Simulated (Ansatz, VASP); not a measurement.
# CdSe (Cadmoselite): VASP beside Ansatz, part 2 of 3

One calculation is typed for both programs; each brings its own data sets and cutoff. How far apart do they land? The cell is taken from a series of VASP runs on this material, whose earlier steps may have relaxed, scaled or displaced it; both programs get it as it stands.

VASP 6.6.1 and Ansatz 0.2.0.

So far: Starting point; Ansatz: band structure, r2SCAN with rVV10.

**3. VASP: band structure, r2SCAN with rVV10**

Level of this step: r2SCAN with rVV10; plane waves and PAW (Cd, Se) (VASP).

The same cell, functional, mesh and smearing now go to VASP, with its own data sets and cutoff.

Lines of VASP's logs that name or quote its potential files are left out, and so is its time.

Contents of INCAR:

```
SYSTEM = CdSe
PREC = Accurate
ENCUT = 400
EDIFF = 1E-06
NELM = 100
ISMEAR = 0
SIGMA = 0.05
LREAL = .FALSE.
ALGO = Normal
METAGGA = R2SCAN
LUSE_VDW = .TRUE.
IVDW_NL = 2
BPARAM = 11.95
CPARAM = 0.0093
LASPH = .TRUE.
NBANDS = 32
LORBIT = 11
LWAVE = .FALSE.
LCHARG = .FALSE.
KPAR = 4
```

Contents of POSCAR:

```
CdSe
1.0
    4.3156289234      0.0000000000      0.0000000000
   -2.1578144617      3.7374442810      0.0000000000
    0.0000000000      0.0000000000      7.0446329691
Cd Se
2 2
Direct
    0.3333333333      0.6666666667      0.0046907969
    0.6666666667      0.3333333333      0.5046907969
    0.3333333333      0.6666666667      0.3803092031
    0.6666666667      0.3333333333      0.8803092031
```

Contents of KPOINTS:

```
Automatic mesh
0
Gamma
6 6 3
0 0 0
```

Contents of KPOINTS_OPT:

```
Line mode
16
Line-mode
Reciprocal
  0.00000000   0.00000000   0.00000000 GAMMA
  0.50000000   0.00000000   0.00000000 M

  0.50000000   0.00000000   0.00000000 M
  0.33333333   0.33333333   0.00000000 K

  0.33333333   0.33333333   0.00000000 K
  0.00000000   0.00000000   0.00000000 GAMMA

  0.00000000   0.00000000   0.00000000 GAMMA
  0.00000000   0.00000000   0.50000000 A

  0.00000000   0.00000000   0.50000000 A
  0.50000000   0.00000000   0.50000000 L

  0.50000000   0.00000000   0.50000000 L
  0.33333333   0.33333333   0.50000000 H

  0.33333333   0.33333333   0.50000000 H
  0.00000000   0.00000000   0.50000000 A

  0.50000000   0.00000000   0.50000000 L
  0.50000000   0.00000000   0.00000000 M

  0.33333333   0.33333333   0.00000000 K
  0.33333333   0.33333333   0.50000000 H
```

Potentials, in the order of the species: Cd and Se (PBE family, release 64).

Run with:

```console
mpirun -np 4 vasp_std
```

Numbers of over 12 decimals in the logs are rounded to 6 here.

Log:

```text
[banner, memory and clock lines left out]
running    4 mpi-ranks, on    1 nodes
 distrk:  each k-point on    1 cores,    4 groups
 distr:  one band on    1 cores,    1 groups

 POSCAR found type information on POSCAR CdSe
 POSCAR found :  2 types and       4 ions
|                                                                             |
|               ----> ADVICE to this user running VASP <----                  |
|                                                                             |
|     You have switched on vdW-DFT.                                           |
|     This routine was written and supplied by Jiri Klimes. We recommend      |
|     that you carefully read and cite the following publications:            |
|       J. Klimes, D.R. Bowler, A. Michelides                                 |
|          J. Phys.: Cond Matt. 22 022201 (2010)                              |
|       J. Klimes, D.R. Bowler, A. Michelides                                 |
|          Phys. Rev. B. 83, 195131 (2011)                                    |
|     and references therein.                                                 |
|                                                                             |

|                                                                             |
|               ----> ADVICE to this user running VASP <----                  |
|                                                                             |
|     You enforced a specific xc type in the INCAR file but a different       |
|     [... a line on the potential file left out ...]
|     I HOPE YOU KNOW WHAT YOU ARE DOING!                                     |
|                                                                             |

 LDA part: xc-table for (None), standard interpolation
 POSCAR, INCAR and KPOINTS ok, starting setup
 FFT: planning ... GRIDC
 FFT: planning ... GRID_SOFT
 FFT: planning ... GRID
 WAVECAR not read
 entering main loop
       N       E                     dE             d eps       ncg     rms          rms(c)
Total rVV10 correction in eV:      1.1451381    44.2282166
Total rVV10 correction in eV:      1.1451381    44.2282166
Total rVV10 correction in eV:      1.1451381    44.2282166
Total rVV10 correction in eV:      1.1451381    44.2282166
DAV:   1     0.142231943963E+03    0.14223E+03   -0.14788E+04   896   0.844E+02
DAV:   2    -0.704110373181E+02   -0.21264E+03   -0.20431E+03  1024   0.246E+02
DAV:   3    -0.803375795045E+02   -0.99265E+01   -0.98800E+01  1080   0.546E+01
DAV:   4    -0.803893134940E+02   -0.51734E-01   -0.51730E-01   976   0.393E+00
DAV:   5    -0.803896459341E+02   -0.33244E-03   -0.33244E-03  1096   0.282E-01    0.823E+00
Total rVV10 correction in eV:      1.1542293    44.2282163
Total rVV10 correction in eV:      1.1542293    44.2282163
Total rVV10 correction in eV:      1.1542293    44.2282163
Total rVV10 correction in eV:      1.1542293    44.2282163
DAV:   6    -0.706667948337E+02    0.97229E+01   -0.60156E+00   928   0.238E+01    0.106E+01
Total rVV10 correction in eV:      1.1588341    44.2282163
Total rVV10 correction in eV:      1.1588341    44.2282163
Total rVV10 correction in eV:      1.1588341    44.2282163
Total rVV10 correction in eV:      1.1588341    44.2282163
DAV:   7    -0.706205040883E+02    0.46291E-01   -0.40018E-01  1032   0.434E+00    0.791E+00
Total rVV10 correction in eV:      1.1731431    44.2282163
Total rVV10 correction in eV:      1.1731431    44.2282163
Total rVV10 correction in eV:      1.1731431    44.2282163
Total rVV10 correction in eV:      1.1731431    44.2282163
DAV:   8    -0.706282084206E+02   -0.77043E-02   -0.22143E-01   976   0.369E+00    0.171E+00
Total rVV10 correction in eV:      1.1793624    44.2282163
Total rVV10 correction in eV:      1.1793624    44.2282163
Total rVV10 correction in eV:      1.1793624    44.2282163
Total rVV10 correction in eV:      1.1793624    44.2282163
DAV:   9    -0.706336232797E+02   -0.54149E-02   -0.28656E-02  1080   0.957E-01    0.276E-01
Total rVV10 correction in eV:      1.1791932    44.2282163
Total rVV10 correction in eV:      1.1791932    44.2282163
Total rVV10 correction in eV:      1.1791932    44.2282163
Total rVV10 correction in eV:      1.1791932    44.2282163
DAV:  10    -0.706333712466E+02    0.25203E-03   -0.26815E-03  1016   0.340E-01    0.132E-01
Total rVV10 correction in eV:      1.1789172    44.2282163
Total rVV10 correction in eV:      1.1789172    44.2282163
Total rVV10 correction in eV:      1.1789172    44.2282163
Total rVV10 correction in eV:      1.1789172    44.2282163
DAV:  11    -0.706334086611E+02   -0.37414E-04   -0.10670E-03  1040   0.244E-01    0.547E-02
Total rVV10 correction in eV:      1.1788238    44.2282163
Total rVV10 correction in eV:      1.1788238    44.2282163
Total rVV10 correction in eV:      1.1788238    44.2282163
Total rVV10 correction in eV:      1.1788238    44.2282163
DAV:  12    -0.706334153321E+02   -0.66709E-05   -0.51837E-05  1024   0.622E-02    0.364E-02
Total rVV10 correction in eV:      1.1789401    44.2282163
Total rVV10 correction in eV:      1.1789401    44.2282163
Total rVV10 correction in eV:      1.1789401    44.2282163
Total rVV10 correction in eV:      1.1789401    44.2282163
DAV:  13    -0.706334131490E+02    0.21831E-05   -0.27131E-05  1048   0.412E-02    0.648E-03
Total rVV10 correction in eV:      1.1789639    44.2282163
Total rVV10 correction in eV:      1.1789639    44.2282163
Total rVV10 correction in eV:      1.1789639    44.2282163
Total rVV10 correction in eV:      1.1789639    44.2282163
DAV:  14    -0.706334145138E+02   -0.13649E-05   -0.28841E-06  1000   0.135E-02    0.472E-03
Total rVV10 correction in eV:      1.1789664    44.2282163
Total rVV10 correction in eV:      1.1789664    44.2282163
Total rVV10 correction in eV:      1.1789664    44.2282163
Total rVV10 correction in eV:      1.1789664    44.2282163
DAV:  15    -0.706334144453E+02    0.68575E-07   -0.11952E-07   536   0.219E-03
Total rVV10 correction in eV:      1.1789617    44.2282163
Total rVV10 correction in eV:      1.1789617    44.2282163
Total rVV10 correction in eV:      1.1789617    44.2282163
Total rVV10 correction in eV:      1.1789617    44.2282163
Total rVV10 correction in eV:      1.1789647    44.2282163
Total rVV10 correction in eV:      1.1789647    44.2282163
Total rVV10 correction in eV:      1.1789647    44.2282163
Total rVV10 correction in eV:      1.1789647    44.2282163
   1 F= -.70633414E+02 E0= -.70633414E+02  d E =-.409558E-12
 Start KPOINTS_OPT (optional k-point list driver)
k-point batch [1-14\144]
       N       E                     dE             ncg
DAV:   1     0.220549988900E+03   -0.51539E+04      912
DAV:   2    -0.276451623027E+04   -0.29851E+04     1024
DAV:   3    -0.290064963224E+04   -0.13613E+03     1072
DAV:   4    -0.290138563031E+04   -0.73600E+00      984
DAV:   5    -0.290139066349E+04   -0.50332E-02     1088
DAV:   6    -0.290139073720E+04   -0.73711E-04      968
DAV:   7    -0.290139073868E+04   -0.14799E-05      968
DAV:   8    -0.290139073874E+04   -0.58583E-07      672
[...]
k-point batch [141-144\144]
       N       E                     dE             ncg
DAV:   1     0.101853624489E+05   -0.38486E+04      256
DAV:   2     0.933675290624E+04   -0.84861E+03      296
DAV:   3     0.929921236237E+04   -0.37541E+02      320
DAV:   4     0.929903369912E+04   -0.17866E+00      296
DAV:   5     0.929903246073E+04   -0.12384E-02      320
DAV:   6     0.929903244358E+04   -0.17152E-04      288
DAV:   7     0.929903244328E+04   -0.29461E-06      280
```

From OUTCAR (step 3):

```text
ion  position               nearest neighbor table
   1  0.333  0.667  0.005-   4 2.64   4 2.64   4 2.64   3 2.65
   2  0.667  0.333  0.505-   3 2.64   3 2.64   3 2.64   4 2.65
   3  0.333  0.667  0.380-   2 2.64   2 2.64   2 2.64   1 2.65
   4  0.667  0.333  0.880-   1 2.64   1 2.64   1 2.64   2 2.65

  LATTYP: Found a hexagonal cell.
 ALAT       =     4.3156289234
 C/A-ratio  =     1.6323537297

 Subroutine GETGRP returns: Found 12 space group operations
 (whereof  6 operations were pure point group operations)

The static configuration has the point symmetry C_3v.
 The point group associated with its full space group is C_6v.

 Found     14 irreducible k-points:

   k-points           NKPTS =     14   k-points in BZ     NKDIM =     14   number of bands    NBANDS=     32

   dimension x,y,z NGX =    28 NGY =   28 NGZ =   48
   dimension x,y,z NGXF=    56 NGYF=   56 NGZF=   96

   ENCUT  =  400.0 eV  29.40 Ry    5.42 a.u.   7.04  7.04 11.49*2*pi/ulx,y,z

   NELECT =      36.0000    total number of electrons

 k-points in reciprocal lattice and weights: Automatic mesh
   0.00000000  0.00000000  0.00000000       0.009
   0.16666667  0.00000000  0.00000000       0.056
   0.33333333 -0.00000000  0.00000000       0.056
   0.50000000 -0.00000000  0.00000000       0.028
   0.16666667  0.16666667  0.00000000       0.056
   0.33333333  0.16666667  0.00000000       0.111
   0.33333333  0.33333333  0.00000000       0.019
   0.00000000  0.00000000  0.33333333       0.019
   0.16666667  0.00000000  0.33333333       0.111
[...]
0.33333333  0.16666667  0.33333333       0.222
   0.33333333  0.33333333  0.33333333       0.037

 average (electrostatic) potential at core
       1 -45.5923       2 -45.5923       3 -60.9492       4 -60.9492

 E-fermi :   0.7878

 k-point     1 :       0.0000    0.0000    0.0000
  band No.  band energies     occupation
    ...
     14      -0.2036      2.00000
     15      -0.2036      2.00000
     16       0.5084      2.00000
     17       0.5589      2.00000
     18       0.5589      2.00000
     19       1.6334      0.00000
     20       3.1836      0.00000
     21       6.9085      0.00000
     22       6.9085      0.00000
     23       7.2051      0.00000
    ...

 k-point     2 :       0.1667    0.0000    0.0000
  band No.  band energies     occupation
    ...
     14      -1.2298      2.00000
     15      -0.7715      2.00000
     16      -0.5252      2.00000
     17       0.3026      2.00000
     18       0.3671      2.00000
     19       2.8947      0.00000
     20       4.1261      0.00000
     21       6.1830      0.00000
     22       7.2494      0.00000
     23       7.2873      0.00000
    ...

 k-point     3 :       0.3333   -0.0000    0.0000
  band No.  band energies     occupation
    ...
     14      -2.4838      2.00000
     15      -2.0805      2.00000
     16      -1.0675      2.00000
     17      -0.2917      2.00000
     18      -0.0139      2.00000
     19       3.9478      0.00000
     20       4.3588      0.00000
     21       5.9009      0.00000
     22       6.7770      0.00000
     23       7.5225      0.00000
    ...

  Total        0.0042340      0.0042340     -0.0086462      0.0000000      0.0000000      0.0000000
  in kB        0.0597016      0.0597016     -0.1219159      0.0000000      0.0000000      0.0000000
  external PRESSURE =      -0.0008376 kB  Pullay stress =       0.0000000 kB

  energy-cutoff  :      400.00
  volume of cell :      113.63
      direct lattice vectors                 reciprocal lattice vectors
     4.315628923  0.000000000  0.000000000     0.231715937  0.133781259  0.000000000
    -2.157814462  3.737444281  0.000000000     0.000000000  0.267562517  0.000000000
     0.000000000  0.000000000  7.044632969     0.000000000  0.000000000  0.141952037

 POSITION                                       TOTAL-FORCE (eV/Angst)
 -----------------------------------------------------------------------------------
     -0.00000      2.49163      0.03304         0.000000     -0.000000      0.002288
      2.15781      1.24581      3.55536        -0.000000      0.000000      0.002288
     -0.00000      2.49163      2.67914         0.000000      0.000000     -0.002288
      2.15781      1.24581      6.20146         0.000000      0.000000     -0.002288
 -----------------------------------------------------------------------------------
    total drift:                               -0.000000      0.000000      0.008005

  FREE ENERGIE OF THE ION-ELECTRON SYSTEM (eV)
  ---------------------------------------------------
  free  energy   TOTEN  =       -70.6334144453 eV

  energy  without entropy=      -70.6334144453  energy(sigma->0) =      -70.63341445

 total charge
# of ion       s       p       d       tot
------------------------------------------
    1        0.419   0.302   9.567  10.287
    2        0.419   0.302   9.567  10.287
    3        1.437   2.444   0.021   3.902
    4        1.437   2.444   0.021   3.902
--------------------------------------------------
tot          3.711   5.491  19.176  28.379

[... 3 further parts left out ...]
```

Spin-orbit coupling is off here; it would split degenerate levels, and it lifts a valence top of Se p states by about 0.1 eV.

**4. Comparison**

Known differences besides the potentials themselves: VASP keeps PBE cores, Ansatz makes them for the functional; the data sets hold 72 valence electrons in Ansatz (default PAW (the set named soft_2) files) and 36 in VASP; the cutoff is 500 eV in Ansatz and 400 eV in VASP. Total energies have different zeros and are not compared.

Both answers:

```tsv
quantity	Ansatz	VASP	difference
pressure (GPa)	0.01	0.00	+0.01
gap over the path points (eV)	1.087	1.075	+0.012
```

Levels at points of the path, from each program's valence-band top (eV; 4 filled, then empty):

```tsv
k (reciprocal lattice)	Ansatz	VASP
0.000 0.000 0.000	-0.76 -0.05 0.00 0.00 1.09 2.64 6.37	-0.76 -0.05 0.00 0.00 1.07 2.62 6.35
0.133 0.000 0.000	-1.00 -0.97 -0.18 -0.13 2.05 3.34 5.79	-1.01 -0.98 -0.18 -0.13 2.04 3.33 5.78
0.300 0.000 0.000	-2.45 -1.52 -0.71 -0.50 3.26 3.86 5.43	-2.46 -1.53 -0.71 -0.50 3.25 3.85 5.43
0.467 0.000 0.000	-2.68 -1.85 -1.31 -0.74 3.62 3.67 5.03	-2.69 -1.86 -1.31 -0.75 3.62 3.66 5.02
0.467 0.067 0.000	-2.65 -1.95 -1.35 -0.86 3.77 3.85 4.97	-2.66 -1.96 -1.36 -0.86 3.77 3.84 4.96
0.411 0.178 0.000	-2.72 -2.20 -1.49 -1.30 4.40 4.72 4.75	-2.73 -2.21 -1.50 -1.31 4.40 4.72 4.74
0.356 0.289 0.000	-3.04 -2.02 -1.74 -1.65 4.45 5.08 5.28	-3.05 -2.03 -1.75 -1.66 4.44 5.08 5.29
0.289 0.289 0.000	-2.91 -2.19 -1.57 -1.56 4.53 4.89 5.32	-2.92 -2.20 -1.58 -1.57 4.52 4.89 5.32
0.178 0.178 0.000	-2.55 -1.79 -0.78 -0.71 3.59 4.65 5.46	-2.56 -1.80 -0.79 -0.71 3.58 4.64 5.46
0.067 0.067 0.000	-1.00 -0.76 -0.15 -0.11 1.89 3.21 5.90	-1.01 -0.77 -0.15 -0.11 1.88 3.20 5.88
```

Among the levels compared at these points, filled levels agree within 14 meV and empty ones within 23 meV. Ansatz's pressure holds a Pulay correction of 0.04 GPa; VASP's holds none.

**5. VASP: single point, r2SCAN with rVV10**

A single point gives forces, pressure and levels at one fixed geometry, so differences don't come from the geometry; what else differs is listed under the comparison.

Changes to INCAR since step 3:

```diff
@@ -15,3 +15,3 @@
 LASPH = .TRUE.
-NBANDS = 32
+NBANDS = 50
 LORBIT = 11
@@ -20 +20,4 @@
 KPAR = 4
+LOPTICS = .TRUE.
+NEDOS = 1500
+CSHIFT = 0.1
```

POSCAR is that of step 3.

Contents of KPOINTS:

```
Automatic mesh
0
Gamma
9 9 5
0 0 0
```

Run with:

```console
mpirun -np 4 vasp_std
```

Log:

```text
[banner, memory and clock lines left out]
running    4 mpi-ranks, on    1 nodes
[...]
[... a notice as in an earlier step ...]

 [... a notice as in an earlier step ...]

 LDA part: xc-table for (None), standard interpolation
 POSCAR, INCAR and KPOINTS ok, starting setup
[...]
entering main loop
       N       E                     dE             d eps       ncg     rms          rms(c)
Total rVV10 correction in eV:      1.1451381    44.2282166
Total rVV10 correction in eV:      1.1451381    44.2282166
Total rVV10 correction in eV:      1.1451381    44.2282166
Total rVV10 correction in eV:      1.1451381    44.2282166
DAV:   1     0.172807703480E+03    0.17281E+03   -0.13546E+04  3624   0.539E+02
DAV:   2    -0.680652799833E+02   -0.24087E+03   -0.22191E+03  4106   0.180E+02
DAV:   3    -0.803354418981E+02   -0.12270E+02   -0.12167E+02  4356   0.434E+01
DAV:   4    -0.803939167025E+02   -0.58475E-01   -0.58462E-01  4136   0.302E+00
DAV:   5    -0.803942432157E+02   -0.32651E-03   -0.32651E-03  4194   0.197E-01    0.823E+00
[...]
Total rVV10 correction in eV:      1.1786896    44.2282163
Total rVV10 correction in eV:      1.1786896    44.2282163
Total rVV10 correction in eV:      1.1786896    44.2282163
Total rVV10 correction in eV:      1.1786896    44.2282163
DAV:  13    -0.706386197634E+02   -0.12586E-05   -0.25385E-05  4046   0.315E-02    0.965E-03
Total rVV10 correction in eV:      1.1787002    44.2282163
Total rVV10 correction in eV:      1.1787002    44.2282163
Total rVV10 correction in eV:      1.1787002    44.2282163
Total rVV10 correction in eV:      1.1787002    44.2282163
DAV:  14    -0.706386200031E+02   -0.23975E-06   -0.64771E-07  3114   0.398E-03
Total rVV10 correction in eV:      1.1786784    44.2282163
Total rVV10 correction in eV:      1.1786784    44.2282163
Total rVV10 correction in eV:      1.1786784    44.2282163
Total rVV10 correction in eV:      1.1786784    44.2282163
Total rVV10 correction in eV:      1.1786962    44.2282163
Total rVV10 correction in eV:      1.1786962    44.2282163
Total rVV10 correction in eV:      1.1786962    44.2282163
Total rVV10 correction in eV:      1.1786962    44.2282163
   1 F= -.70638620E+02 E0= -.70638620E+02  d E =-.986935E-11
 optical routines
 imaginary and real dielectric function
 direction            1
 direction            2
 direction            3
```

OUTCAR, selected parts (step 5):

```text
  Total       -0.0115541     -0.0115541     -0.0140186      0.0000000      0.0000000      0.0000000
  in kB       -0.1629184     -0.1629184     -0.1976683      0.0000000      0.0000000      0.0000000
  external PRESSURE =      -0.1745017 kB  Pullay stress =       0.0000000 kB

 POSITION                                       TOTAL-FORCE (eV/Angst)
 -----------------------------------------------------------------------------------
     -0.00000      2.49163      0.03304         0.000000      0.000000      0.001385
      2.15781      1.24581      3.55536        -0.000000     -0.000000      0.001385
     -0.00000      2.49163      2.67914         0.000000     -0.000000     -0.001385
      2.15781      1.24581      6.20146         0.000000     -0.000000     -0.001385
 -----------------------------------------------------------------------------------
    total drift:                               -0.000000      0.000000      0.007916

  FREE ENERGIE OF THE ION-ELECTRON SYSTEM (eV)
  ---------------------------------------------------
  free  energy   TOTEN  =       -70.6386200031 eV

  energy  without entropy=      -70.6386200031  energy(sigma->0) =      -70.63862000

[... 1 part as in an earlier step ...]

[... 2 further parts left out ...]
[key lines of the parts left out:]
E-fermi :   0.7598
```

[end of part 2 of 3]

[Lines on the potential files, build, host, timing and source positions are cut from VASP's logs without a mark.]

[Logs are printed without paths, hosts, clocks, repeated set-up lines and the standing remarks that a program may print on its own settings, such as how far it seeks lower states.]

[Hosts, paths, dates, database ids (printed as entryN), source tags and the programs' standing remarks are cut or masked in the printed files.]
